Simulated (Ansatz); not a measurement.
Tc in Ansatz: the effect of dispersion

Tc:

```
Tc
1.0
     0.00000    1.95000    1.95000
     1.95000    0.00000    1.95000
     1.95000    1.95000    0.00000
Tc
1
Direct
  0.00000 0.00000 0.00000
```

This isn't the form of Tc at room conditions, which is hcp.

Alike in all runs:

```yaml
Program: Ansatz 0.2.0
Task: relaxation of cell and atoms
Functional: PBE
Potentials_or_basis: all-electron LAPW, scalar-relativistic
Basis_error_allowed: 0.001 eV/atom
k_mesh: 12 × 12 × 12
Occupations: fermi-dirac, width 0.05 eV
Spin: no spin polarisation
```

Each run relaxes the cell or the atoms first.

| dispersion | relaxed volume (Å³/atom) |
| --- | --- |
| none | ? |
| D3(BJ) | 14.16 |
| D4 | 14.21 |

What does the run with dispersion none give?

Relaxed volume 14.50 Å³/atom.
